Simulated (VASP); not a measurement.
Runs of VASP 6.6.1 on BaF2 (Frankdicksonite). The structure is cubic, space group Fm-3m (No. 225). Conventional cell: a = 6.241 Å, b = 6.241 Å, c = 6.241 Å, α = 90.00°, β = 90.00°, γ = 90.00°. Around Ba (site symmetry m-3m) lie 8 F at 2.70 Å. Around F (site symmetry -43m) lie 4 Ba at 2.70 Å. 

```csv
cell,gap on the mesh (eV),pressure (GPa)
atoms relaxed,(b),0.0
atoms relaxed from: a relaxed cell with its volume scaled by 0.98,6.77,1.2
atoms relaxed from: a relaxed cell with its volume scaled by 0.96,(a),2.6
atoms relaxed from: a relaxed cell with its volume scaled by 1.02,6.59,-1.1
atoms relaxed from: a relaxed cell with its volume scaled by 1.06,6.43,-2.9
```

Alike in all rows: task relaxation of the atoms; level PBE+D3(BJ); potentials or basis VASP PAW PBE potentials, release 64 (Ba_sv, F); no spin polarisation; k mesh 8 × 8 × 8; cutoff (eV) 600; smearing gaussian 0.03 eV.

Question: Fill in the values left out.

Answer: (a) 6.85; (b) 6.68.

Caveats: the relaxation stopped at its first step, so nothing moved; spin-orbit coupling is left out, which moves the levels of the heavy elements.

A k mesh can miss the band edges, and the runs leave out spin-orbit coupling on Ba.
